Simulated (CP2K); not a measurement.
Runs of CP2K 2026.2 on C. It takes space group Fd-3m (No. 227, cubic). Conventional cell: a = 3.567 Å, b = 3.567 Å, c = 3.567 Å, α = 90.00°, β = 90.00°, γ = 90.00°. C (site symmetry -43m) has 4 C at 1.54 Å as nearest neighbours. This isn't the form of C at room conditions, which is graphite.

```csv
task,level,potentials or basis,smearing,EPS_DEFAULT,NGRIDS,basis sets,potentials,points a segment of the path (NPOINTS),gap on the mesh (eV),pressure (GPa),V0 of scaled cells (Å³/atom),B0 (GPa)
band structure,PBEsol,POTENTIAL_UZH C GTH-PBE-q4; TZVP-MOLOPT-PBE-GTH basis,fermi-dirac 0.1 eV,1.0E-9,5,C TZVP-MOLOPT-PBE-GTH-q4,C GTH-PBE-q4 of POTENTIAL_UZH,8,4.40,0.5,-,-
equation of state,LDA,GTH_POTENTIALS C GTH-PADE-q4; TZVP-MOLOPT-PBE-GTH basis,fermi-dirac 0.1 eV,1.0E-9,4,C TZVP-MOLOPT-PBE-GTH-q4,C GTH-PADE-q4 of GTH_POTENTIALS,-,-,-,5.53,462
equation of state,PBEsol,POTENTIAL_UZH C GTH-PBE-q4; TZVP-MOLOPT-PBE-GTH basis,fermi-dirac 0.05 eV,1.0E-9,4,C TZVP-MOLOPT-PBE-GTH-q4,C GTH-PBE-q4 of POTENTIAL_UZH,-,-,-,5.68,442
equation of state,PBE,POTENTIAL_UZH C GTH-PBE-q4; TZVP-MOLOPT-PBE-GTH basis,fermi-dirac 0.05 eV,1.0E-10,4,C TZVP-MOLOPT-PBE-GTH-q4,C GTH-PBE-q4 of POTENTIAL_UZH,-,-,-,5.72,430
band structure,LDA,GTH_POTENTIALS C GTH-PADE-q4; TZVP-MOLOPT-PBE-GTH basis,fermi-dirac 0.1 eV,1.0E-10,4,C TZVP-MOLOPT-PBE-GTH-q4,C GTH-PADE-q4 of GTH_POTENTIALS,8,4.53,(c),-,-
band structure,TB-mBJ,POTENTIAL_UZH C GTH-PBE-q4; TZVP-MOLOPT-PBE-GTH basis,fermi-dirac 0.0259 eV,1.0E-9,5,C TZVP-MOLOPT-PBE-GTH-q4,C GTH-PBE-q4 of POTENTIAL_UZH,6,4.53,-,-,-
band structure,r2SCAN,POTENTIAL_UZH C GTH-SCAN-q4; TZVP-MOLOPT-SCAN-GTH basis,fermi-dirac 0.05 eV,1.0E-10,5,C TZVP-MOLOPT-SCAN-GTH-q4,C GTH-SCAN-q4 of POTENTIAL_UZH,8,(a),-2.9,-,-
band structure,PBE,POTENTIAL_UZH C GTH-PBE-q4; TZVP-MOLOPT-PBE-GTH basis,fermi-dirac 0.05 eV,1.0E-10,4,C TZVP-MOLOPT-PBE-GTH-q4,C GTH-PBE-q4 of POTENTIAL_UZH,8,(b),3.8,-,-
```

Alike in all rows: no spin polarisation; cell as given; k mesh 13 × 13 × 13.

**Question.** Fill in the values left out.

**Answer.** (a) 4.41; (b) 4.54; (c) -11.1.

Caveats: the basis of atomic orbitals isn't converged, which shifts pressures, moduli and gaps; the potentials were made for another functional, which shifts forces and pressure (some runs); this is a model potential without an energy functional, so only levels have meaning (some runs).

A k mesh can miss the band edges.

Not every run made on this cell is shown here.
